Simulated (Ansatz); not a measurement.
**BP: band structure with PBEsol0**

Crystal: BP.

```
CELL_PARAMETERS angstrom
0.00000 2.26900 2.26900
2.26900 0.00000 2.26900
2.26900 2.26900 0.00000
ATOMIC_POSITIONS crystal
P 0.75000 0.75000 0.75000
B 0.00000 0.00000 0.00000
```

```json
{
  "Program": "Ansatz 0.2.0",
  "Task": "band structure",
  "Functional": "PBEsol0",
  "Potentials or basis": "Ansatz PAW",
  "Cutoff": "420 eV (not typed: the program's choice for these potentials)",
  "k mesh": "6 × 6 × 6",
  "Occupations": "fermi-dirac, width 0.05 eV",
  "Spin": "no spin polarisation",
  "Path": "[[\"G\", \"X\", \"W\", \"K\", \"G\", \"L\", \"U\", \"W\", \"L\", \"K\"], [\"U\", \"X\"]]",
  "Points for each segment of the path": "4"
}
```

- Pressure: -3.6 GPa
- Band gap on the k mesh: 2.69 eV, indirect (least direct gap 5.00 eV)
- Band gap along the path: 2.63 eV, indirect (least direct gap 5.00 eV)

Levels at the corners of the path, in eV from the valence-band top:
```tsv
point	band 1	band 2	band 3	band 4	band 5	band 6	band 7	band 8
Γ	-17.20	0.00	0.00	0.00	5.00	5.00	5.00	9.38
X	-11.79	-9.66	-4.58	-4.58	2.69	3.01	14.51	14.51
W	-11.48	-9.08	-6.31	-6.09	6.99	8.40	9.22	9.44
K	-11.80	-9.19	-6.93	-3.90	3.56	7.72	11.92	12.84
Γ	-17.20	0.00	0.00	0.00	5.00	5.00	5.00	9.38
L	-13.51	-10.12	-1.96	-1.96	5.40	6.39	6.39	11.95
U	-11.80	-9.19	-6.93	-3.90	3.56	7.72	11.92	12.84
W	-11.48	-9.08	-6.31	-6.09	6.99	8.40	9.22	9.44
L	-13.51	-10.12	-1.96	-1.96	5.40	6.39	6.39	11.95
K	-11.80	-9.19	-6.93	-3.90	3.56	7.72	11.92	12.84
U	-11.80	-9.19	-6.93	-3.90	3.56	7.72	11.92	12.84
X	-11.79	-9.66	-4.58	-4.58	2.69	3.01	14.51	14.51
```

Wall time 59 s on 2 threads of Arm Neoverse V2 (shared host), peak memory 0.58 GiB.

Caveat: the k mesh misses the band edges, so the gap on the mesh is wider than the one along the path; the PAW data sets come from PBE, with cores solved anew for the run's functional, which leaves a small shift of forces and pressure; the thresholds are loose for stress.
